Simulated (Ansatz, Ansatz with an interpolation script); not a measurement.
## CdS (Greenockite): what limits a Wannier interpolation of GW

Aim: vary the Wannier model and the GW settings for CdS (Greenockite) and see what the interpolated bands lose.

Program: Ansatz 0.2.0. Level of theory: maximally localised Wannier functions, LDA, plane waves, PAW; PAW set soft_1. Results are calculated unless marked as measured.

This is a report of a sequence of runs, with most program output left out.

The database entry behind the starting cell differs from later determinations by our own check (about 0.35 % long), so it need not match the best structure at ambient conditions.

## (1) The structure

It takes space group P6_3mc (No. 186, hexagonal). The conventional cell has a = 4.150 Å, b = 4.150 Å, c = 6.737 Å, α = 90.00°, β = 90.00°, γ = 120.00°. Cd has 4 S at 2.53 to 2.54 Å nearest. Nearest to S lie 4 Cd at 2.53 to 2.54 Å. Farther neighbours and most contacts between anions are not listed.

The cell and positions come from the Crystallography Open Database and are kept as given unless a step says otherwise.

## (2) Wannier model on 12×12×8

Localised functions give a small Hamiltonian that interpolates between mesh points at no cost.

input.yaml

```yaml
crystal:
  lattice:
    - [4.15, 0.0, 0.0]
    - [-2.075, 3.59400543, 0.0]
    - [0.0, 0.0, 6.737]
  atoms:
    - { symbol: Cd, position: [0.33333333, 0.66666667, 0.0] }
    - { symbol: Cd, position: [0.66666667, 0.33333333, 0.5] }
    - { symbol: S, position: [0.33333333, 0.66666667, 0.375] }
    - { symbol: S, position: [0.66666667, 0.33333333, 0.875] }
kpoints:
  mp_grid: { grid: [6, 6, 4] }
hamiltonian:
  xc: lda
  pseudopotentials: { kind: paw, azcp: { folder: soft_1 }, xc_functional: pbe }
scf:
  occupations: { method: fixed }
  n_extra_bands: 53
output:
  wannier:
    kmesh: [12, 12, 8]
    projections: [{ species: Cd, l: s, shell: 5 }, { species: S, l: p, shell: 3 }]
    minimise: true
    write_hr: true
    seedname: w
    conv_tol: 1.0e-06
    max_iter: 20000
    stability_check: false
    disentanglement:
      window: [1.85, 13.3]
      frozen_window: [1.85, 8.96]
      conv_tol: 1.0e-08
```

The run is started by

```
$ ansatz run input.yaml --threads 3 --pin off --max-ram 92160MiB --backend cuda --events-out ev --progress --plain --runs-dir out --devices 1 --max-vram 13GiB
```

The job ended after 38 s (1 × NVIDIA H100 80GB HBM3 (shared by 6 runs) with 3 threads of AMD EPYC 7R13 (Zen 3), shared host; peak memory 2 GiB).

Numbers from this step:

| Item | Value |
| --- | --- |
| gauge-invariant spread | 24.24 Å² |
| diagonal spread | 0.1354 Å² |
| off-diagonal spread | 1.005 Å² |
| total spread | 25.38 Å² |
| least projectability | 0.3938 |
| localisation steps | 1132 |
| disentanglement steps | 264 |
| r.m.s. interpolation error | 5.49e-4 eV |
| r.m.s. error near the gap | 7.12e-4 eV |

Near the gap the model misses directly solved bands by 0.7 meV r.m.s. and by 10 meV at most in the window tested. This tests the starting bands, not the corrections carried with them.

## (3) Wannier model on 6×6×4

Edit input.yaml of step 2 so:

```diff
@@ -20,3 +20,3 @@
   wannier:
-    kmesh: [12, 12, 8]
+    kmesh: [6, 6, 4]
     projections: [{ species: Cd, l: s, shell: 5 }, { species: S, l: p, shell: 3 }]
```

Run time: 9.5 s. Hardware: 1 × NVIDIA H100 80GB HBM3 (shared by 6 runs) with 3 threads; peak memory 1 GiB.

Numbers from this step:

```
gauge-invariant spread     : 22.44 Å²
diagonal spread            : 0.1220 Å²
off-diagonal spread        : 0.9308 Å²
total spread               : 23.49 Å²
least projectability       : 0.3938
localisation steps         : 289
disentanglement steps      : 109
r.m.s. interpolation error : 0.002601 eV
r.m.s. error near the gap  : 0.003238 eV
```

Near the gap the model misses directly solved bands by 3.2 meV r.m.s. and by 33 meV at most in the window tested. This tests the starting bands, not the corrections carried with them.

Frozen up to 2.51 eV; above it the model need not follow the bands. Electronic bands along the path, in eV, zero at the valence-band top; v1 is the highest filled band, c1 the lowest empty one:

```csv
point,v4,v3,v2,v1,c1,c2
Γ,-0.77,-0.05,0.00,0.00,0.91,2.54
halfway,-2.00,-1.38,-0.51,-0.37,2.80,3.98
M,-2.69,-1.89,-1.33,-0.74,3.53,4.20
halfway,-2.73,-2.20,-1.47,-1.21,4.15,4.72
K,-3.13,-1.88,-1.88,-1.64,4.90,4.90
halfway,-2.44,-1.69,-0.67,-0.63,3.25,4.33
Γ,-0.77,-0.05,0.00,0.00,0.91,2.54
halfway,-0.67,-0.67,-0.12,-0.12,1.86,2.68
A,-0.40,-0.40,-0.40,-0.40,2.70,2.70
halfway,-1.35,-1.35,-0.90,-0.90,3.90,3.90
L,-1.35,-1.35,-1.34,-1.34,3.87,3.87
halfway,-1.98,-1.98,-1.18,-1.18,4.36,4.36
H,-2.45,-2.45,-1.13,-1.13,4.73,4.73
halfway,-1.36,-1.36,-1.21,-1.21,4.19,4.19
A,-0.40,-0.40,-0.40,-0.40,2.70,2.70
jump to L,-1.35,-1.35,-1.34,-1.34,3.87,3.87
halfway,-2.17,-1.73,-1.13,-0.93,3.59,4.11
M,-2.69,-1.89,-1.33,-0.74,3.53,4.20
jump to H,-2.45,-2.45,-1.13,-1.13,4.73,4.73
halfway,-2.93,-1.90,-1.50,-1.50,4.80,4.80
K,-3.13,-1.88,-1.88,-1.64,4.90,4.90
```

The same for Kohn-Sham, solved directly:

```csv
point,v4,v3,v2,v1,c1,c2
Γ,-0.77,-0.05,0.00,0.00,0.91,2.54
M,-2.69,-1.89,-1.33,-0.74,3.49,3.66
K,-3.13,-1.88,-1.88,-1.64,4.42,4.90
Γ,-0.77,-0.05,0.00,0.00,0.91,2.54
A,-0.40,-0.40,-0.40,-0.40,2.60,2.60
L,-1.35,-1.35,-1.34,-1.34,3.23,3.23
H,-2.45,-2.45,-1.13,-1.13,4.17,4.17
A,-0.40,-0.40,-0.40,-0.40,2.60,2.60
L,-1.35,-1.35,-1.34,-1.34,3.23,3.23
M,-2.69,-1.89,-1.33,-0.74,3.49,3.66
H,-2.45,-2.45,-1.13,-1.13,4.17,4.17
K,-3.13,-1.88,-1.88,-1.64,4.42,4.90
```

## (4) A faulty Wannier input

Edit input.yaml of step 3 so:

```diff
@@ -29,4 +29,4 @@
     disentanglement:
-      window: [1.85, 13.3]
-      frozen_window: [1.85, 8.96]
+      window: [1.85, 7.36]
+      frozen_window: [1.85, 7.16]
       conv_tol: 1.0e-08
```

Run time: 5.4 s. Hardware: 1 × NVIDIA H100 80GB HBM3 (shared by 6 runs) with 3 threads; peak memory 1 GiB.

The self-consistent loop converged; the step after it was not made. The program's words: output.wannier: at mesh point 0 (counted from 0) output.wannier.disentanglement.window holds 7 states for 8 functions, beside 0 of inner shells that are left out. Raise the window's top, and output.wannier.disentanglement.top_band where it is typed. No Wannier file is written

The fault put into this input: an outer window with too few states.

## (5) G0W0: 6×6×4 mesh, 461 empty bands, screening to 160 eV, PAW set soft_1 files

Now the one-shot GW correction: screening in the RPA, then the self-energy of the levels asked for.

This step: G0W0 on LDA, plane waves, PAW; PAW set soft_1.

input.yaml, the sections that differ from step 4:

```yaml
scf:
  occupations: { method: fixed }
gw:
  n_empty_bands: 461
  ecut_chi: 160.0
  qp_bands: [v6, c2]
  screening: { model: contour_deformation }
# crystal, kpoints, hamiltonian: as in step 4
# output: removed
```

Run time: 1.7 min. Hardware: 1 × NVIDIA H100 80GB HBM3 (shared by 6 runs) with 3 threads; peak memory 1.7 GiB; 3.1 min of CPU time.

The G0W0 gap on the mesh is 1.887 eV.

## (6) G0W0: 3×3×2 mesh, 461 empty bands, screening to 160 eV, PAW set soft_1 files

Edit input.yaml of step 5 so:

```diff
@@ -11,3 +11,3 @@
 kpoints:
-  mp_grid: { grid: [6, 6, 4] }
+  mp_grid: { grid: [3, 3, 2] }
 hamiltonian:
```

Run time: 14 s. Hardware: 1 × NVIDIA H100 80GB HBM3 (shared by 6 runs) with 3 threads; peak memory 1.3 GiB; 12 s of CPU time.

The G0W0 gap on the mesh is 1.682 eV.

## (7) G0W0: 6×6×4 mesh, 214 empty bands, screening to 96 eV, PAW set soft_1 files

Edit input.yaml of step 6 so:

```diff
@@ -11,3 +11,3 @@
 kpoints:
-  mp_grid: { grid: [3, 3, 2] }
+  mp_grid: { grid: [6, 6, 4] }
 hamiltonian:
@@ -18,4 +18,4 @@
 gw:
-  n_empty_bands: 461
-  ecut_chi: 160.0
+  n_empty_bands: 214
+  ecut_chi: 96
   qp_bands: [v6, c2]
```

The job ended after 35 s (1 × NVIDIA H100 80GB HBM3 (shared by 6 runs) with 3 threads; peak memory 1.3 GiB).

The G0W0 gap on the mesh is 1.834 eV.

## (8) G0W0: 6×6×4 mesh, 461 empty bands, screening to 160 eV, plasmon pole, PAW set soft_1 files

Edit input.yaml of step 7 so:

```diff
@@ -18,5 +18,5 @@
 gw:
-  n_empty_bands: 214
-  ecut_chi: 96
+  n_empty_bands: 461
+  ecut_chi: 160.0
   qp_bands: [v6, c2]
-  screening: { model: contour_deformation }
+  screening: { model: godby_needs }
```

Run time: 2.3 min. Hardware: 1 × NVIDIA H100 80GB HBM3 (shared by 6 runs) with 3 threads; peak memory 6.3 GiB.

The G0W0 gap on the mesh is 1.924 eV.

## (9) Interpolated results

Times are wall times on 1 × NVIDIA H100 80GB HBM3 (shared by 6 runs) with 3 threads of AMD EPYC 7R13 (Zen 3), shared host, good to a factor of about two.

```csv
GW mesh,empty bands,cutoff (eV),frequency,gap on mesh (eV),gap over zone (eV),direct gap (eV),valence width (eV),GW time
6×6×4,461,160,contour deformation,1.887,1.887,1.887,4.417,1.7 min
3×3×2,461,160,contour deformation,1.682,1.712,1.712,4.394,14 s
6×6×4,214,96,contour deformation,1.834,1.834,1.834,4.497,35 s
6×6×4,461,160,plasmon pole,1.924,1.924,1.924,4.669,2.3 min
```

## (10) Outcome

| Quantity | Value |
| --- | --- |
| 6×6×4 mesh, 461 empty bands, screening to 160 eV, PAW set soft_1 files | 1.89 eV |
| 3×3×2 mesh, 461 empty bands, screening to 160 eV, PAW set soft_1 files | 1.71 eV |
| 6×6×4 mesh, 214 empty bands, screening to 96 eV, PAW set soft_1 files | 1.83 eV |
| 6×6×4 mesh, 461 empty bands, screening to 160 eV, plasmon pole, PAW set soft_1 files | 1.92 eV |

**Reading.** The largest change, −0.18 eV in the gap over the zone, comes with 3×3×2 mesh, 461 empty bands, screening to 160 eV, PAW set soft_1 files. The first run is a reference, not a converged one, and where a row moves several settings no single cause can be named. Rows on another GW mesh add that mesh's corrections to the bands of the one model. Coarser Wannier mesh (6×6×4): the miss near the gap goes from under 1 (the model on 12×12×8) to 3 meV and the total spread from 25.4 to 23.5 Å². With 3×3×2 mesh, 461 empty bands, screening to 160 eV, PAW set soft_1 files the gap over the zone moves by −0.18 eV and that on the mesh by −0.21 eV. With 6×6×4 mesh, 214 empty bands, screening to 96 eV, PAW set soft_1 files the gap over the zone moves by −0.05 eV and that on the mesh by −0.05 eV. With 6×6×4 mesh, 461 empty bands, screening to 160 eV, plasmon pole, PAW set soft_1 files the gap over the zone moves by +0.04 eV and that on the mesh by +0.04 eV. Gaps over the zone and on the mesh differ where an edge lies off the mesh, or where a GW run starts from another density: the starting gap over the zone is 0.910 eV, on the GW meshes it is 0.910 eV and 0.880 eV. The many-body steps are scalar-relativistic: spin-orbit coupling is not in them.

[Paths, hosts, dates, memory and timing lines, banners, echoed tables and standing remarks are left out of the program output.]

[Logs are printed without paths, hosts, clocks, repeated set-up lines and the standing remarks that a program may print on its own settings, such as how far it seeks lower states.]

[Runs of the session that timed out or met a known fault of the program may be left out.]

[Hosts, paths, dates, database ids (printed as entryN), source tags and the programs' standing remarks are cut or masked in the printed files.]
